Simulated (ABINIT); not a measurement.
Runs of ABINIT 10.8.3 (patched build) on ZrB2. The structure is hexagonal, space group P6/mmm (No. 191). Conventional cell: a = 3.170 Å, b = 3.170 Å, c = 3.533 Å, α = 90.00°, β = 90.00°, γ = 120.00°. Around Zr (site symmetry 6/mmm) lie 12 B at 2.54 Å. Around B (site symmetry -6m2) lie 3 B at 1.83 Å. 

```tsv
task	potentials or basis	cell	k mesh	cutoff (eV)	fine-grid cutoff	cell freedom (optcell)	cutoff smearing ecutsm (Ha)	optimiser (ionmov)	force stop (Ha/bohr)	gap on the mesh (eV)	pressure (GPa)
single point	Ansatz NC r2SCAN	as given	10 × 10 × 8	1415	-	-	-	-	-	none	1.3
single point	JTH PAW PBE v2.0	as given	10 × 10 × 8	544	1088.46 eV	-	-	-	-	none	(a)
relaxation of cell and atoms	JTH PAW PBE v2.0	relaxed	7 × 7 × 6	544	1088.46 eV	2	0.5	2	0.0002	none	0.0
single point	Ansatz PAW PBE default generated set, frozen core	as given	10 × 10 × 8	490	979.61 eV	-	-	-	-	none	0.6
single point	SG15 NC PBE v1.2	as given	10 × 10 × 8	844	-	-	-	-	-	none	0.0
```

Alike in all rows: level r2SCAN; no spin polarisation; smearing fermi-dirac 0.05 eV.

Question: Estimate the missing entries.

Answer: (a) 0.4.

Caveats: the PAW data sets were made with another functional, which shifts forces and pressure a little (some runs); the atomic spheres overlap (some runs); the potentials were made for another functional, which shifts forces and pressure (some runs).

A k mesh can miss the band edges, and the runs leave out spin-orbit coupling on Zr.

A gap of «none» marks a metal or a gap under the smearing width.
